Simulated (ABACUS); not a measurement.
Runs of ABACUS 3.10.1 on V. The structure is cubic, space group Im-3m (No. 229). Conventional cell: a = 3.029 Å, b = 3.029 Å, c = 3.029 Å, α = 90.00°, β = 90.00°, γ = 90.00°. V (site symmetry m-3m) is surrounded by 8 V at 2.62 Å. 

```tsv
task	level	potentials or basis	k mesh	cutoff (eV)	orbital files	radial cutoff of the potentials (pseudo_rcut)	path	points for each segment of the path	SCF threshold on the density	gap on the mesh (eV)	pressure (GPa)	moment (μB)
single point	PBE	PseudoDojo NC SR 0.5 PBE stringent, plane waves	10 × 10 × 10	1143	-	10 bohr	-	-	1e-08	none	-4.6	0.00
single point	WC	GBRV ultrasoft 1.5 PBEsol, plane waves	10 × 10 × 10	544	-	10 bohr	-	-	1e-08	none	-26.0	0.00
single point	PBE	PseudoDojo NC SR 0.4.1 PBE standard, plane waves	12 × 12 × 12	1143	-	10 bohr	-	-	1e-08	none	-5.3	0.00
single point	PBE	PseudoDojo NC SR 0.5 PBE standard, TZDP LCAO (the cutoffs set its grid)	11 × 11 × 11	1361	V V_confined-atom_7au_4s3p3d1f.orb	10 bohr	-	-	1e-07	none	-4.9	0.00
single point	PBEsol	PseudoDojo NC SR 0.4.1 PBEsol standard, plane waves	12 × 12 × 12	1143	-	7 bohr	-	-	1e-08	none	(b)	0.00
single point	SOGGA	GBRV ultrasoft 1.5 PBE, plane waves	10 × 10 × 10	544	-	10 bohr	-	-	1e-08	none	(a)	0.00
```

Alike in all rows: spin collinear, ferromagnetic start; cell as given; smearing fermi-dirac 0.05 eV.

Q: Fill in the values left out.

A: (a) -12.4; (b) -12.0.

Caveats: the potentials were made for another functional, which shifts forces and pressure (some runs); so large a pressure means that the cell lies far from this level's equilibrium, or that cutoff or potentials fall short (some runs); the atomic orbitals were generated for these runs and aren't a published set (some runs); the basis of atomic orbitals isn't converged, which shifts pressures, moduli and gaps (some runs).

A k mesh can miss the band edges.

A gap of «none» marks a metal or a gap under the smearing width.

Not every run made on this cell is shown here.
